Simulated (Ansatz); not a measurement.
HfO2 (CdI2-type structure): what the numbers say

Method: PBE, scalar-relativistic; no spin polarisation; PAW, 420 eV, 12×12×6 k-mesh, Gaussian smearing of 0.05 eV; code Ansatz. The datasets are Ansatz's generated set soft_2.

The start was a prototype's sites filled with these elements. The Crystallography Open Database lists the compound in space groups P21/c, Pbca, Fm-3m, so this is a trial structure.

The relaxed structure (symmetry read at 0.01 Å). Symmetry: P-3m1, No. 164, trigonal system. The conventional cell has a = 3.252 Å, b = 3.252 Å, c = 5.602 Å, α = 90.00°, β = 90.00°, γ = 120.00°. Hf (site symmetry -3m) is surrounded by 6 O at 2.11 Å. O (site symmetry 3m) has 3 Hf at 2.11 Å as nearest neighbours. (Shells end 15 % past the nearest neighbour.)

Results at this level of theory:

| Property | Result |
| --- | --- |
| Volume | 17.10 Å³/atom |
| Band gap | 4.76 eV |
| Smallest direct gap | 4.99 eV |
| Bader charges | Hf 2.60; O -1.30 e |
| f electrons (orthogonalised atomic orbitals) | Hf 14.00 |
| Formation energy from the elements (0 K, uncorrected) | -3.23 eV/atom |

Question: Should it be a metal or an insulator?

Answer: Formal charges Hf⁴⁺, O²⁻ balance and leave closed shells on every ion, so a band insulator is expected, and the gap is 4.76 eV.

Question: What kind of gap is it?

Answer: It is indirect: 4.76 eV, against 4.99 eV for the smallest direct gap. Within 0.6 eV of the edges the projected states are 97 % O 2p at the top of the valence band and 80 % Hf 5d at the bottom of the conduction band. The lowest excitation takes an electron from O back to Hf, as in ionic insulators.

Shannon's ionic radii give a check on the bond lengths: Hf⁴⁺ with 6 neighbours 0.71 Å + O²⁻ 1.36 Å = 2.07 Å against a computed mean of 2.11 Å. Sums and bonds agree within 3 %, so ion sizes set the bond lengths.

Question: How ionic is it?

Answer: Bader charges against formal ones: Hf +2.60 (+4), O −1.30 (−2). The cations give up 65 % of the formal charge; Bader charges stay under formal ones because the anions' density reaches into the cations' basins.

Semilocal functionals underestimate band gaps, commonly by a third or more. Spin–orbit coupling, which matters for such heavy elements, is left out. The structure is built of weakly bound layers, and this functional has no dispersion term, so their spacing and all that hangs on it (volume, the soft elastic constants, low modes, dielectric constants) are poorly given.
